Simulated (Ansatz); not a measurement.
ZnCu: a sweep of one setting

```xyz
2
Lattice="2.9450 0.0000 0.0000 0.0000 2.9450 0.0000 0.0000 0.0000 2.9450" Properties=species:S:1:pos:R:3 pbc="T T T"
Zn    1.4725    1.4725    1.4725
Cu    0.0000    0.0000    0.0000
```

Atoms are numbered in the order listed.

The cell is COD entry 9008814, as deposited and not checked against the literature; nothing was relaxed.

Computed with DFT, PBE, PAW with Ansatz's default frozen-core files, scalar-relativistic in Ansatz 0.2.0.

Settings: a Γ-centred 14×14×14 k mesh, Fermi–Dirac smearing of 0.08 eV, cutoff 420 eV, no spin polarisation. One setting is then changed at a time.

P includes the program's estimate of the Pulay (finite-basis) term, listed apart; without it the pressure would be far more sensitive to the cutoff.

| PAW cutoff (eV) | free energy less the base's (meV/atom) | P (GPa) | Pulay term in P (GPa) |
| --- | --- | --- | --- |
| 420 (base) | 0.0 | 2.28 | 0.14 |
| 200 | 10984 | 4.49 | 624.98 |
| 250 | 1826 | 2.49 | 146.89 |
| 300 | ? | 4.72 | 26.44 |
| 350 | 10.4 | 2.31 | 1.81 |
| 500 | -2.4 | ? | 0.06 |

Problem. Give the missing entry: row "500", column "P (GPa)".

Solution. 2.23.

Problem. Give the missing entry: row "300", column "free energy less the base's (meV/atom)".

Solution. 203.
